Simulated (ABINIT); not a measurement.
Ag:

```
Ag
1.0
     0.00000    2.04275    2.04275
     2.04275    0.00000    2.04275
     2.04275    2.04275    0.00000
Ag
1
Cartesian
  0.0000 0.0000 0.0000
```

Base run:

* Program: ABINIT 10.8.3 (patched build)
* Functional: revPBE
* Potentials or basis: JTH PAW PBE v2.0
* Cutoff: 544 eV
* k mesh: 11 × 11 × 11
* Occupations: fermi-dirac, width 0.05 eV
* Spin: no spin polarisation

Its results: band gap on the k mesh none (metal or under the smearing width); pressure 7.5 GPa.

Q: After a change of settings the same cell gave: band gap on the k mesh none (metal or under the smearing width); pressure 4.3 GPa. Which change was it?
A. functional from revPBE to BLYP
B. functional from revPBE to WC
C. functional from revPBE to PW91
D. functional from revPBE to SCAN

A: C.

PW91 binds more tightly than revPBE, so the same cell stands under less pressure.

Caveats: the PAW data sets were made with another functional, which shifts forces and pressure a little.

Runs at the PBE level aren't shown here.
